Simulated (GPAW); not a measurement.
# CdSe (F-43m) in GPAW: further runs

One crystal, CdSe, is run at these levels: PBE; tasks: dielectric tensor.

All numbers are computed with GPAW 26.7.0; they aren't measurements. Logs are shortened: lines on timing, memory, paths and dates and some standing lists are left out, and cuts for length are marked. The log counts tension as positive stress, the text compression.

### Step 1. The structure

The structure is cubic, space group F-43m (No. 216). The conventional cell has a = 6.099 Å, b = 6.099 Å, c = 6.099 Å, α = 90.00°, β = 90.00°, γ = 90.00°. Around Cd (site symmetry -43m) lie 4 Se at 2.64 Å. Se (site symmetry -43m) has 4 Cd at 2.64 Å as nearest neighbours.

Measurements of this composition are mostly on another form, of space group No. 186.

### Step 2. Dielectric tensor, PBE

run.py

```python
import numpy as np
from ase import Atoms
from ase.dft.bandgap import bandgap
from ase.io import write
from gpaw import GPAW, PW
from gpaw.response.df import DielectricFunction

atoms = Atoms(['Cd', 'Se'],
              cell=[[0.0, 3.0496647307, 3.0496647307],
                    [3.0496647307, 0.0, 3.0496647307],
                    [3.0496647307, 3.0496647307, 0.0]],
              scaled_positions=[[0.0, 0.0, 0.0],
                                [0.25, 0.25, 0.25]],
              pbc=True)

calc = GPAW(mode=PW(400),
            xc='PBE',
            kpts={'size': (6, 6, 6), 'gamma': True},
            occupations={'name': 'fermi-dirac', 'width': 0.001},
            nbands=18,
            convergence={'density': 1e-06},
            maxiter=150,
            txt='gpaw.txt')
atoms.calc = calc
energy = atoms.get_potential_energy()
calc.write('gs.gpw')
write('result.traj', atoms)
print(f'Energy: {energy:.6f} eV')
print('Fermi level:', round(calc.get_fermi_level(), 4), 'eV')
print(f'Gap: {bandgap(calc)[0]:.4f} eV, direct: {bandgap(calc, direct=True)[0]:.4f} eV')

for size in [(19, 19, 19)]:
    name = 'x'.join(str(n) for n in size)
    dense = calc.fixed_density(kpts={'size': size, 'gamma': True},
                               nbands=35, convergence={'bands': 29, 'eigenstates': 1e-7},
                               update_fermi_level=True, txt=f'dense-{name}.txt')
    dense.write(f'{name}.gpw', mode='all')
    df = DielectricFunction(f'{name}.gpw', frequencies=np.array([0.0]), hilbert=False, eta=0.001,
                            ecut=80, nbands=29, intraband=False, txt=f'df-{name}.txt')
    for xc in ['RPA']:
        for direction in ['x', 'y', 'z', [0, 1, 1], [1, 0, 1], [1, 1, 0]]:
            e0, e = df.get_macroscopic_dielectric_constant(xc=xc, direction=direction)
            print(f'{name} {xc} {direction}: {e0:.4f} without, {e:.4f} with local fields')
```

Potentials or basis: GPAW PAW data sets (gpaw-data 1.2.1), pw.

Run with:

```
$ OMP_NUM_THREADS=1 python run.py
```

gpaw.txt:

```text
__  _  _
 | _ |_)|_||  |
 |__||  | ||/\| - 26.7.0

Input parameters:
  mode=PW(ecut=400.0),
  convergence={'density': 1e-06},
  kpts=MonkhorstPack(size=(6, 6, 6), gamma=True),
  maxiter=150,
  nbands=18,
  occupations=Occupations(name='fermi-dirac', width=0.001),
  xc=XC(name='PBE')

Diagonalizing LCAO Hamiltonian
Converting LCAO to pw mode

            Se

       Cd

Atoms  # Å, Bohr magnetons
|   | symbol |        x |        y |        z |    initial magnetic moments |
|---|--------|----------|----------|----------|-----------------------------|
| 0 |     Cd | 0.000000 | 0.000000 | 0.000000 | ( 0.0000,  0.0000,  0.0000) |
| 1 |     Se | 1.524832 | 1.524832 | 1.524832 | ( 0.0000,  0.0000,  0.0000) |

Unit cell  # Å
| periodic |        x |        y |        z |  lengths |    angles |
|----------|----------|----------|----------|----------|-----------|
|      yes | 0.000000 | 3.049665 | 3.049665 | 4.312877 | 60.000000 |
|      yes | 3.049665 | 0.000000 | 3.049665 | 4.312877 | 60.000000 |
|      yes | 3.049665 | 3.049665 | 0.000000 | 4.312877 | 60.000000 |

Number of symmetries: 24
Symmetry operations  # r_c * U_cc + t_c -> r_c
|    | kind |            matrix            |
|----|------|------------------------------|
|  0 |  E   |  1, 0, 0,  0, 1, 0,  0, 0, 1 |
|  1 |  σ   |  1, 0, 0,  0, 0, 1,  0, 1, 0 |
|  2 |  σ   |  1, 0,-1,  0, 1,-1,  0, 0,-1 |
|  3 |  C3  |  1, 0,-1,  0, 0,-1,  0, 1,-1 |
|  4 |  C3  |  1,-1, 0,  0,-1, 1,  0,-1, 0 |
|  5 |  σ   |  1,-1, 0,  0,-1, 0,  0,-1, 1 |
|  6 |  σ   |  0, 1, 0,  1, 0, 0,  0, 0, 1 |
|  7 |  C3  |  0, 1, 0,  0, 0, 1,  1, 0, 0 |
|  8 |  C2  |  0, 1,-1,  1, 0,-1,  0, 0,-1 |
|  9 |  S4  |  0, 1,-1,  0, 0,-1,  1, 0,-1 |
| 10 |  C3  |  0, 0, 1,  1, 0, 0,  0, 1, 0 |
| 11 |  σ   |  0, 0, 1,  0, 1, 0,  1, 0, 0 |
| 12 |  S4  |  0, 0,-1,  1, 0,-1,  0, 1,-1 |
| 13 |  C3  |  0, 0,-1,  0, 1,-1,  1, 0,-1 |
| 14 |  S4  |  0,-1, 1,  1,-1, 0,  0,-1, 0 |
| 15 |  C2  |  0,-1, 1,  0,-1, 0,  1,-1, 0 |
| 16 |  C3  |  0,-1, 0,  1,-1, 0,  0,-1, 1 |
| 17 |  S4  |  0,-1, 0,  0,-1, 1,  1,-1, 0 |
| 18 |  S4  | -1, 1, 0, -1, 0, 1, -1, 0, 0 |
| 19 |  C3  | -1, 1, 0, -1, 0, 0, -1, 0, 1 |
| 20 |  C3  | -1, 0, 1, -1, 1, 0, -1, 0, 0 |
| 21 |  S4  | -1, 0, 1, -1, 0, 0, -1, 1, 0 |
| 22 |  σ   | -1, 0, 0, -1, 1, 0, -1, 0, 1 |
| 23 |  C2  | -1, 0, 0, -1, 0, 1, -1, 1, 0 |

BZ-sampling:
  Number of BZ points: 216
  Number of IBZ points: 16

  Monkhorst-Pack size: [6, 6, 6]
  Monkhorst-Pack shift: [0.08333333333333333, 0.08333333333333333, 0.08333333333333333]

K-points  # in reciprocal-cell coordinates
|     |                                coordinates |     weight |
|-----|--------------------------------------------|------------|
|   0 | (  0.00000000,   0.00000000,   0.00000000) | 0.00462963 |
|   1 | (  0.16666667,   0.16666667,   0.00000000) | 0.02777778 |
|   2 | (  0.16666667,   0.16666667,   0.16666667) | 0.03703704 |
|   3 | (  0.33333333,   0.16666667,   0.16666667) | 0.05555556 |
|   4 | (  0.33333333,   0.33333333,  -0.33333333) | 0.05555556 |
|   5 | (  0.33333333,   0.33333333,   0.00000000) | 0.02777778 |
|   6 | (  0.33333333,   0.33333333,   0.16666667) | 0.11111111 |
|   7 | (  0.33333333,   0.33333333,   0.33333333) | 0.03703704 |
|   8 | (  0.50000000,   0.33333333,  -0.33333333) | 0.11111111 |
|   9 | (  0.50000000,   0.33333333,  -0.16666667) | 0.05555556 |
| ... |                                            |            |
|  15 | (  0.50000000,   0.50000000,   0.50000000) | 0.01851852 |

Plane wave coefficients: 1056
Cutoff: 400.0 eV

Spin-components: 1 (collinear spins)
Bands:           18
Projectors:      11
Spin-degeneracy: 2
Datatype:        complex128

Parallelization:
  kpt:    1
  domain: 1
  band:   1

Density:
  Valence electrons: 18.0
  Components: 1
  Grid points: [20 20 20]
  Charge: 0.0  # |e|

Potential:
  Grid points: [20 20 20]

species:
  Cd:
    name:    Cadmium
    Z:       48.0
    valence: 12
    core:    36
    charge:  0.0  # [|e|]
    compensation charges:
      type: gauss
      rc: 0.38  # [Å]
      lmax: 2
    cutoffs:
      filter: 2.12  # [Å]
      core: 2.62  # [Å]
    projectors
    | kind |    occ | energy [eV] | rcut [Å] |
    |------|--------|-------------|----------|
    |   5s |  2.000 |      -5.655 |    1.191 |
    |   5p |  0.000 |      -1.186 |    1.228 |
    |   4d | 10.000 |     -11.739 |    1.164 |
    |    s |        |      21.556 |    1.191 |
    |    p |        |      26.026 |    1.228 |
    |    d |        |      15.473 |    1.164 |

    Using partial waves for Cd as LCAO basis

  Se:
    name:    Selenium
    Z:       34.0
    valence: 6
    core:    28
    charge:  0.0  # [|e|]
    compensation charges:
      type: gauss
      rc: 0.27  # [Å]
      lmax: 2
    cutoffs:
      filter: 1.77  # [Å]
      core: 2.67  # [Å]
    projectors
    | kind |    occ | energy [eV] | rcut [Å] |
    |------|--------|-------------|----------|
    |   4s |  2.000 |     -17.277 |    0.847 |
    |   4p |  4.000 |      -6.512 |    1.005 |
    |    s |        |       9.935 |    0.847 |
    |    p |        |      20.699 |    1.005 |
    |    d |        |       0.000 |    0.847 |

    Using partial waves for Se as LCAO basis

Reference energy: -218276.650467  # eV

eigensolver:
  PPCG
  Converge bands: occupied
  niter=2

density mixing:
  MSR1-Mixer
  Pratt-step length: 0.05
  Maximum mixing coefficient: 0.75
  Old densities: 10
  SVD Regularization: 0.005
  Good broyden scale: 1.0
  Trust region scale: 1.0
  Backstep threshold: 4.0
  History deletion threshold: 6.0
  Fourier metric: weight=20.0, sigma=0.015

occupation numbers:
  Fermi-Dirac:
    width: 0.0010  # eV

poisson solver:
  ecut: 3200.0  # eV

xc functional:
  name: PBE with 2 nearest neighbor stencil

convergence criteria:
- Maximum integral of absolute [dens]ity change: 1e-06 electrons / valence electron
- Maximum [total energy] change in last 3 cyles: 0.0005 eV / valence electron
- Maximum integral of absolute [eigenst]ate change: 4e-08 eV^2 / valence electron
maximum number of iterations: 150

SCF iterations
|iter     | |      energy | eigst |  dens |
|---------|-|-------------|-------|-------|
|iter:   1| |   -5.920225 | -0.73 |       |
|iter:   2| |   -5.842297 | -2.63 | -1.17 |
|iter:   3| |   -5.563567 | -1.68 | -1.21 |
|iter:   4| |   -5.562347 | -3.53 | -1.80 |
|iter:   5| |   -5.562018c| -3.97 | -2.25 |
|iter:   6| |   -5.562042c| -5.42 | -3.01 |
|iter:   7| |   -5.562045c| -6.72 | -3.54 |
|iter:   8| |   -5.562045c| -7.50c| -4.61 |
|iter:   9| |   -5.562045c| -7.86c| -5.04 |
|iter:  10| |   -5.562045c| -8.38c| -5.88 |
|iter:  11| |   -5.562045c| -8.83c| -6.34c|

Converged in 11 steps
Energy contributions relative to reference atoms: (reference = -218276.650467)

Energy contributions:
  Kinetic:          20.211476
  Coulomb:         -18.290867
  Zero:              0.115627
  External:          0.000000
  Xc:               -7.598281
  Entropy:          -0.000000
  Spinorbit:         0.000000
  ----------------------------
  Free energy:      -5.562045
  Extrapolated:     -5.562045

dipole moment: (-23.329717, -23.329717, -23.329717)  # |e|*Ang

Fermi level: 3.593
Eigenvalues  # (at kpt = [0.000, 0.000, 0.000])
| band index |      eig [eV] | occ [0-2] |
|------------|---------------|-----------|
|          0 |        -8.997 |     2.000 |
|          1 |        -4.311 |     2.000 |
|          2 |        -4.311 |     2.000 |
|          3 |        -4.311 |     2.000 |
|          4 |        -3.940 |     2.000 |
|          5 |        -3.940 |     2.000 |
[... 10 lines left out ...]
|         16 |        15.605 |     0.000 |
|         17 |        15.605 |     0.000 |

Gap: 0.581 eV
Transition (v -> c):
  (s=0, k=0, n=8, [0.00, 0.00, 0.00]) -> (s=0, k=0, n=9, [0.00, 0.00, 0.00])
No difference between direct/indirect transitions
# Writing to gs.gpw (mode='')
```

Run time: 93 s. Hardware: 1 thread of AMD EPYC 7B13 (Zen 3), shared host; peak memory 0.46 GiB.

Results:

| Quantity | Value |
| --- | --- |
| Free energy | -5.5620 eV |
| Band gap on the k mesh | 0.58 eV, direct |
| Electronic dielectric tensor (diagonal) | 7.43 |

Electronic dielectric tensor:
```
7.43 0.00 0.00
0.00 7.43 0.00
0.00 0.00 7.43
```

Caveat: the gap is small at this level, which inflates the dielectric constant; the long-wavelength limit can be off by several per cent where d states take part; an odd mesh through Γ misses points on the zone boundary, where band edges often lie.

### Step 3. Dielectric tensor, PBE

This run uses another cell than the first one, of 28.94 Å³/atom, 1.020 times its volume.

Changes to run.py since step 2:

```diff
@@ -8,5 +8,5 @@
 atoms = Atoms(['Cd', 'Se'],
-              cell=[[0.0, 3.0496647307, 3.0496647307],
-                    [3.0496647307, 0.0, 3.0496647307],
-                    [3.0496647307, 3.0496647307, 0.0]],
+              cell=[[0.0, 3.0702711986, 3.0702711986],
+                    [3.0702711986, 0.0, 3.0702711986],
+                    [3.0702711986, 3.0702711986, 0.0]],
               scaled_positions=[[0.0, 0.0, 0.0],
```

Potentials or basis: GPAW PAW data sets (gpaw-data 1.2.1), pw.

Run with:

```
$ OMP_NUM_THREADS=1 python run.py
```

gpaw.txt:

```text
__  _  _
 | _ |_)|_||  |
 |__||  | ||/\| - 26.7.0

Input parameters:
  mode=PW(ecut=400.0),
  convergence={'density': 1e-06},
  kpts=MonkhorstPack(size=(6, 6, 6), gamma=True),
  maxiter=150,
  nbands=18,
  occupations=Occupations(name='fermi-dirac', width=0.001),
  xc=XC(name='PBE')

Diagonalizing LCAO Hamiltonian
Converting LCAO to pw mode

            Se

       Cd

Atoms  # Å, Bohr magnetons
|   | symbol |        x |        y |        z |    initial magnetic moments |
|---|--------|----------|----------|----------|-----------------------------|
| 0 |     Cd | 0.000000 | 0.000000 | 0.000000 | ( 0.0000,  0.0000,  0.0000) |
| 1 |     Se | 1.535136 | 1.535136 | 1.535136 | ( 0.0000,  0.0000,  0.0000) |

Unit cell  # Å
| periodic |        x |        y |        z |  lengths |    angles |
|----------|----------|----------|----------|----------|-----------|
|      yes | 0.000000 | 3.070271 | 3.070271 | 4.342019 | 60.000000 |
|      yes | 3.070271 | 0.000000 | 3.070271 | 4.342019 | 60.000000 |
|      yes | 3.070271 | 3.070271 | 0.000000 | 4.342019 | 60.000000 |

Number of symmetries: 24
Symmetry operations  # r_c * U_cc + t_c -> r_c
|    | kind |            matrix            |
|----|------|------------------------------|
|  0 |  E   |  1, 0, 0,  0, 1, 0,  0, 0, 1 |
|  1 |  σ   |  1, 0, 0,  0, 0, 1,  0, 1, 0 |
|  2 |  σ   |  1, 0,-1,  0, 1,-1,  0, 0,-1 |
|  3 |  C3  |  1, 0,-1,  0, 0,-1,  0, 1,-1 |
|  4 |  C3  |  1,-1, 0,  0,-1, 1,  0,-1, 0 |
|  5 |  σ   |  1,-1, 0,  0,-1, 0,  0,-1, 1 |
[... 125 lines left out ...]
  Maximum mixing coefficient: 0.75
  Old densities: 10
  SVD Regularization: 0.005
  Good broyden scale: 1.0
  Trust region scale: 1.0
  Backstep threshold: 4.0
  History deletion threshold: 6.0
  Fourier metric: weight=20.0, sigma=0.015

occupation numbers:
  Fermi-Dirac:
    width: 0.0010  # eV

poisson solver:
  ecut: 3200.0  # eV

xc functional:
  name: PBE with 2 nearest neighbor stencil

convergence criteria:
- Maximum integral of absolute [dens]ity change: 1e-06 electrons / valence electron
- Maximum [total energy] change in last 3 cyles: 0.0005 eV / valence electron
- Maximum integral of absolute [eigenst]ate change: 4e-08 eV^2 / valence electron
maximum number of iterations: 150

SCF iterations
|iter     | |      energy | eigst |  dens |
|---------|-|-------------|-------|-------|
|iter:   1| |   -5.935936 | -0.75 |       |
|iter:   2| |   -5.856634 | -2.63 | -1.17 |
|iter:   3| |   -5.575345 | -1.68 | -1.21 |
|iter:   4| |   -5.574200 | -3.54 | -1.80 |
|iter:   5| |   -5.573886c| -3.97 | -2.25 |
|iter:   6| |   -5.573909c| -5.44 | -3.03 |
|iter:   7| |   -5.573912c| -6.71 | -3.53 |
|iter:   8| |   -5.573912c| -7.57c| -4.60 |
|iter:   9| |   -5.573912c| -7.92c| -5.02 |
|iter:  10| |   -5.573912c| -8.48c| -5.92 |
|iter:  11| |   -5.573912c| -8.89c| -6.34c|

Converged in 11 steps
Energy contributions relative to reference atoms: (reference = -218276.650467)

Energy contributions:
  Kinetic:          18.782176
  Coulomb:         -17.130628
  Zero:              0.114824
  External:          0.000000
  Xc:               -7.340284
  Entropy:          -0.000000
  Spinorbit:         0.000000
  ----------------------------
  Free energy:      -5.573912
  Extrapolated:     -5.573912

dipole moment: (-23.414715, -23.414715, -23.414715)  # |e|*Ang

Fermi level: 3.363
Eigenvalues  # (at kpt = [0.000, 0.000, 0.000])
| band index |      eig [eV] | occ [0-2] |
|------------|---------------|-----------|
|          0 |        -9.098 |     2.000 |
|          1 |        -4.461 |     2.000 |
|          2 |        -4.461 |     2.000 |
|          3 |        -4.461 |     2.000 |
|          4 |        -4.110 |     2.000 |
|          5 |        -4.110 |     2.000 |
[... 10 lines left out ...]
|         16 |        15.355 |     0.000 |
|         17 |        15.355 |     0.000 |

Gap: 0.540 eV
Transition (v -> c):
  (s=0, k=0, n=8, [0.00, 0.00, 0.00]) -> (s=0, k=0, n=9, [0.00, 0.00, 0.00])
No difference between direct/indirect transitions
# Writing to gs.gpw (mode='')
```

stdout:

```text
Energy: -5.573912 eV
Fermi level: 3.363 eV
Gap: 0.5403 eV, direct: 0.5403 eV
19x19x19 RPA x: 8.3914 without, 7.5647 with local fields
19x19x19 RPA y: 8.3914 without, 7.5647 with local fields
19x19x19 RPA z: 8.3914 without, 7.5647 with local fields
19x19x19 RPA [0, 1, 1]: 8.3914 without, 7.5647 with local fields
19x19x19 RPA [1, 0, 1]: 8.3914 without, 7.5647 with local fields
19x19x19 RPA [1, 1, 0]: 8.3914 without, 7.5647 with local fields
```

df-19x19x19.txt:

```text
FrequencyGridDescriptor(from 0.000 to 0.000 eV, 1 points)
FrequencyGridDescriptor(from 0.000 to 0.000 eV, 1 points)

Calculating chi0 body with:
    Ground state adapter containing:
    Number of spins: 1
    Number of kpoints: 6859
    Number of irreducible kpoints: 220
    Number of completely occupied states: 9
    Number of partially occupied states: 9

    Linear response parametrization:
    q_c: [0.0, 0.0, 0.0]
    Number of frequency points: 1
    Planewave cutoff: 80.0
    Number of bands: 29
    Number of planewaves: 113
    Broadening (eta): 0.001

Integrating chi0 body.

Symmetries of q_c:
    Direct symmetries (Uq -> q): 24
    Indirect symmetries (TUq -> q): 24
In total 48 allowed symmetries.

Integral kind: response function

Calculating chi0 optical extensions with:
    Ground state adapter containing:
    Number of spins: 1
    Number of kpoints: 6859
    Number of irreducible kpoints: 220
    Number of completely occupied states: 9
    Number of partially occupied states: 9

    Linear response parametrization:
    Number of frequency points: 1
    Planewave cutoff: 80.0
    Number of bands: 29
    Number of planewaves: 113
    Broadening (eta): 0.001
Integrating chi0 head and wings.

Symmetries of q_c:
    Direct symmetries (Uq -> q): 24
    Indirect symmetries (TUq -> q): 24
In total 48 allowed symmetries.

Integral kind: response function wings

Finished calculating chi0
```

Run time: 2.6 min. Hardware: 1 thread of AMD EPYC 7B13 (Zen 3), shared host; peak memory 0.46 GiB.

What came out:

- Free energy: -5.5739 eV
- Band gap on the k mesh: 0.54 eV, direct
- Electronic dielectric tensor (diagonal): 7.56

Electronic dielectric tensor:
```
7.56 0.00 0.00
0.00 7.56 0.00
0.00 0.00 7.56
```

Caveat: the gap is small at this level, which inflates the dielectric constant; the long-wavelength limit can be off by several per cent where d states take part; an odd mesh through Γ misses points on the zone boundary, where band edges often lie.
